## Question

A fast electron crosses a thin crystal of gallium phosphide, GaP, and gives up part of its energy to the valence electrons. In the table, the loss energy is the energy given up, and the loss function measures how strongly the crystal takes up that amount. The values come from a dielectric response built on semilocal density-functional states, with all empty bands raised by 0.54 eV to make up for part of the band gap that such functionals miss. The same calculation puts the strongest absorption of light at 4.8 eV.

Loss function of GaP in the optical limit, field along y, from linear response in Yambo 5.3.0 with the Hartree kernel on Quantum ESPRESSO PBEsol states. The calculation uses PseudoDojo 0.4.1 scalar-relativistic potentials, a 6×6×6 k-mesh, 34 bands in the sums, empty bands raised by 0.54 eV and a damping of 0.2 eV.

```
row  loss function  loss energy (eV)
  1          0.004             0.000
  2          0.004             1.007
  3          0.010             2.013
  4          0.016             3.020
  5          0.031             4.027
  6          0.030             5.034
  7          0.141             6.040
  8          0.151             7.047
  9          0.129             8.054
 10              ?                 ?
 11          0.319            10.270
 12          0.341            11.280
 13              ?                 ?
 14          0.504            13.290
 15          0.920            14.300
 16          1.863            15.300
 17          2.345            16.310
 18          3.116            17.320
 19          2.542            18.320
 20          1.420            19.330
 21          2.189            20.340
 22          1.611            21.340
 23          0.798            22.350
 24          0.877            23.360
 25          0.843            24.360
 26          0.453            25.370
 27              ?                 ?
 28          0.452            27.380
 29              ?                 ?
 30          0.499            29.400
```

(a) Why does the loss function not have its maximum where light is absorbed most strongly, and what sets the energy of its maximum?

(b) Predict the loss function in rows 10, 13, 27 and 29, with an error range for each.

## Model answer

### (a) Screening and the plasmon

Consider first a field that varies slowly. The valence electrons have time to shift against it and cancel most of it inside the crystal, so a passing electron finds little field left through which to lose energy. At the opposite limit, a very fast field reverses before the electrons have moved, and they hardly respond at all. Between these limits lies an energy at which the electrons neither cancel the field nor ignore it, but swing together and sustain it themselves. This collective oscillation is the plasmon, and there the loss is large.

The dielectric function $\varepsilon=\varepsilon_1+i\varepsilon_2$ puts this into a formula. Light absorption follows $\varepsilon_2$, whereas the loss function is

$$L=\frac{\varepsilon_2}{\varepsilon_1^2+\varepsilon_2^2}\le\frac{1}{\varepsilon_2}.$$

Strong absorption therefore puts a ceiling on the loss. At the absorption peak $\varepsilon_2$ is about 35, so the loss function cannot exceed 0.029 there. Rows 5 and 6, on either side of that peak, read 0.031 and 0.030, about a hundredth of the largest value in the table.

The energy of the plasmon follows from how many electrons swing and how densely they are packed. Transitions of s and p electrons near 5 eV lie far below the plasmon, so at the higher energy these electrons respond almost as if they were free. For free electrons of density $n$ the restoring force comes from the charge they displace, which gives

$$E_p=27.2\ \text{eV}\,\sqrt{4\pi n a_0^3},\qquad a_0=0.529\ \text{Å}.$$

Gallium brings three s and p electrons and phosphorus five, eight in a cell of two atoms with 20.24 Å³ each. Hence $n=8/40.48=0.198$ Å⁻³, and $4\pi n a_0^3=0.368$. The square root is 0.607, so $E_p$ is 16.5 eV.

On the finer energy grid of the run, of which the table prints only a part, the calculated loss peak lies at 16.7 eV, between rows 17 and 18. No fitted quantity enters the estimate, but agreement this close may be partly luck: the calculated hump is jagged, and its highest point could move on a denser mesh of electron momenta. Had all 18 valence electrons of the calculation, including the ten gallium 3d electrons, moved freely, the same formula would give about 25 eV. The peak thus belongs mainly to the s and p electrons, and its energy grows as the square root of their density: a crystal with the same eight electrons in a larger cell should have its plasmon lower.

### (b) The four predictions

The simplest curve for the whole spectrum is a single plasmon with a constant damping $\Gamma$:

$$L=\frac{E_p^2\,\Gamma E}{(E^2-E_p^2)^2+\Gamma^2E^2},$$

where $E$ is the loss energy. With $E_p$ held at the free-electron value, its overall strength and its width were fitted to the 26 known rows. The curve gives the broad hump only roughly, with a typical miss of 0.51 and the largest in row 21, where it is 1.23 too low. It also fails on the sides. It is on average about twice too high in the known rows from 9 to 14, and less than half as high as it should be in those from 26 to 30.

Theory suggests why. The plasmon decays by lifting single electrons into empty bands, and the number of such transitions changes with energy, so the damping is not constant. Above the peak, excitations of the gallium 3d electrons can add loss that a plasmon of s and p electrons lacks. The sides are therefore better judged from the rows next to each gap.

I take the geometric mean of the two neighbours, which assumes that the side runs smoothly, as a straight line on a logarithmic scale. Tried on the known rows whose neighbours are both known, this rule errs by a typical factor of 1.44. That factor sets a range of one standard deviation:

- Row 10, on the rising side: 0.20, range 0.14 to 0.29.
- Row 13, still rising: 0.41, range 0.29 to 0.60.
- Row 27, on a level shelf above the peak: 0.45, range 0.31 to 0.65.
- Row 29, on the same shelf: 0.47, range 0.33 to 0.68.

With ranges of this width, one miss among four would be no surprise.

## The calculated values

The withheld rows as computed:

```
row  loss function  loss energy (eV)
 10          0.121             9.060
 13          0.345            12.280
 27          0.351            26.380
 29          0.432            28.390
```

Three values fall within their ranges and one does not. Row 10 comes out at 0.121, only about 60 % of the prediction and below the lower end of its range. The direction was wrong as well: the loss function falls slightly from row 9 to row 10 before it climbs. The neighbours hid a shallow minimum.

Row 13, at 0.345, is within range, but it has barely risen above row 12. The side of the plasmon stays almost flat here and then steepens towards the peak. A straight line on a logarithmic scale cuts across such a bend and comes out too high.

Rows 27 and 29 are also within range, at 0.351 and 0.432, yet each lies below both of its neighbours. The shelf is thus less level than the known rows suggested. What survives is the weaker statement that the loss function does not die away between 25 and 29 eV.

## Remarks on the reasoning

**All four predictions were too high.** This looks like a systematic error, but four cases are few, and the two on the shelf share row 28 as a neighbour. For row 13 the bend in the curve accounts for the sign. For the small dips at rows 10, 27 and 29 the cause is open. They may be real features of the bands, or they may come from the coarse mesh of electron momenta, which can leave false structure when the damping is only 0.2 eV. The deeper dip at row 20 is under the same suspicion, and a run with a denser mesh would test it.

**The single-plasmon curve would have done worse in every gap.** In rows 10 and 13 it gives about three times the calculated loss; in rows 27 and 29 it gives too little. A formula can thus place a peak well and still be a poor guide to its sides. The peak position depends mainly on the electron density, whereas the sides depend on which transitions are available at each energy.

**Does the loss above 25 eV come from the 3d electrons?** A sum rule helps here: the loss function, weighted by energy and added up, counts the electrons that have taken part. With the gaps filled by the predictions, the count is about seven per cell up to row 26 and about eight up to row 30. It is still climbing at the end of the table, so the agreement with eight s and p electrons is not a final total. Steps of 1 eV also make it a rough count, and the upward shift of the empty bands, which the sum rule does not allow for, can distort it somewhat.

The count fits a plasmon made mostly of s and p electrons, but it cannot tell which electrons supply the loss on the shelf. The 3d electrons are a plausible source, and a calculation that separates the contributions of the bands would test it. Semilocal functionals place these levels several eV too shallow, so in a real crystal their share should set in at higher energy than here.

**What carries over to a measured spectrum?** The PBEsol band gap is 1.5 eV, against roughly 2.3 eV in experiment, but this gap is indirect: its two edges lie at different electron momenta. The calculated response contains only direct transitions, which keep the momentum. They begin at 1.7 eV in PBEsol and at about 2.3 eV once the empty bands are raised by 0.54 eV. That this matches the measured indirect gap is a coincidence, and the measured direct gap is larger, roughly 2.8 eV. The weak absorption that lattice vibrations make possible at the indirect gap is therefore missing from the calculation, and the direct absorption is still expected to set in too low. The plasmon is less exposed to this error, because the density of electrons mainly fixes its energy. Someone comparing this calculation with a measured loss spectrum can therefore rely more on the calculated position of the main peak than on the small calculated structure beside it. The printed output below gives the fit, the predictions and the electron counts.

The analysis program printed:

```
Free-electron plasmon energy of 8 electrons per cell (eV): 16.51
Free-electron plasmon energy of all 18 valence electrons (eV): 24.76
Upper limit of the loss at the absorption peak, 1/34.68: 0.02883
fit of loss_function on 26 rows: coefficient of Ep**2*s*en/((en**2-Ep**2)**2+(s*en)**2) 0.9947 +/- 0.093, s 6.317; rms 0.51, worst 21 -1.23, leave-one-out rms 0.593
  rows outside the fit (model, value, miss): 10 0.4033, 0.121, 0.282; 13 1.011, 0.345, 0.666; 27 0.2182, 0.351, -0.133; 29 0.1534, 0.432, -0.279
Mean ratio of plasmon curve to computed loss, known rows 9 to 14: 2.25
Mean ratio of plasmon curve to computed loss, known rows 26 to 30: 0.4169
Typical error factor of the neighbour rule on known rows: 1.442
Forecast loss, rows 10, 13, 27, 29: 0.2029, 0.4146, 0.4525, 0.4749
Lower end of range, rows 10, 13, 27, 29: 0.1407, 0.2875, 0.3138, 0.3294
Upper end of range, rows 10, 13, 27, 29: 0.2925, 0.5977, 0.6524, 0.6847
Computed loss, rows 10, 13, 27, 29: 0.121, 0.345, 0.351, 0.432
Computed loss over forecast, rows 10, 13, 27, 29: 0.5965, 0.8322, 0.7757, 0.9096
Electrons per cell counted by the sum rule up to row 26: 7.074
Electrons per cell counted by the sum rule up to row 30: 8.031
```
